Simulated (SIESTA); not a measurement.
Te2Mo under changes of volume

One of the cells (25.303 Å³/atom); the others are scaled copies at fixed shape and fractional positions:

```
CELL_PARAMETERS angstrom
6.33000 0.00000 0.00000
0.00000 3.46900 0.00000
-0.94679 0.00000 13.82762
ATOMIC_POSITIONS crystal
Te 0.94370 0.75000 0.60450
Te 0.05630 0.25000 0.39550
Te 0.90300 0.25000 0.85140
Te 0.09700 0.75000 0.14860
Te 0.41120 0.75000 0.89550
Te 0.58880 0.25000 0.10450
Te 0.44320 0.25000 0.64840
Te 0.55680 0.75000 0.35160
Mo 0.81670 0.75000 0.99260
Mo 0.18330 0.25000 0.00740
Mo 0.68190 0.25000 0.49340
Mo 0.31810 0.75000 0.50660
```

| Quantity | Value |
| --- | --- |
| Program | SIESTA 5.4.2 |
| Functional | LDA |
| Potentials or basis | PseudoDojo 0.4 standard (LDA files) |
| Basis | DZP (energy shift 0.002 Ry) |
| Grid cutoff | 800 Ry |
| Energy shift | 0.002 Ry |
| k mesh | 4 × 8 × 2 |
| Occupations | fermi-dirac, width 0.05 eV |
| Spin | no spin polarisation |

| volume (Å³/atom) | energy over the lowest point (meV/atom) | pressure (GPa) | largest force (eV/Å) |
| --- | --- | --- | --- |
| 23.785 | 34.72 | 7.7 | 1.453 |
| 24.291 | ? | ? | ? |
| 24.797 | 3.69 | 2.3 | 0.668 |
| 25.303 | 0.00 | 0.1 | 0.320 |
| 25.809 | 3.11 | -2.0 | 0.307 |
| 26.315 | 12.30 | -3.8 | 0.363 |
| 26.821 | 26.92 | -5.4 | 0.608 |

Problem. What does the run at 24.291 Å³/atom give?

Solution. Energy over the lowest point 14.96 meV/atom; pressure 4.9 GPa; largest force 1.045 eV/Å.

Worked out: A Birch-Murnaghan fit of order 3 (a polynomial in V^(-2/3)) to the other rows has its minimum at 25.32 Å³/atom with B0 = V·E''(V) = 107 GPa and B' = 4.6 at fixed shape and positions, which overstates the stiffness. It gives 14.96 meV/atom at 24.291 Å³/atom, against the run's 14.96, and -dE/dV = 4.9 GPa, against 4.9.

Energies are extrapolated to zero smearing.

Caveats: semicore shells carry a single zeta, which can move pressures by several GPa and volumes by a few percent; the basis of atomic orbitals isn't converged, which shifts pressures, moduli and gaps; forces of over 1 eV/Å show positions far from the minimum, so gaps and moduli don't describe the material at rest (some runs).
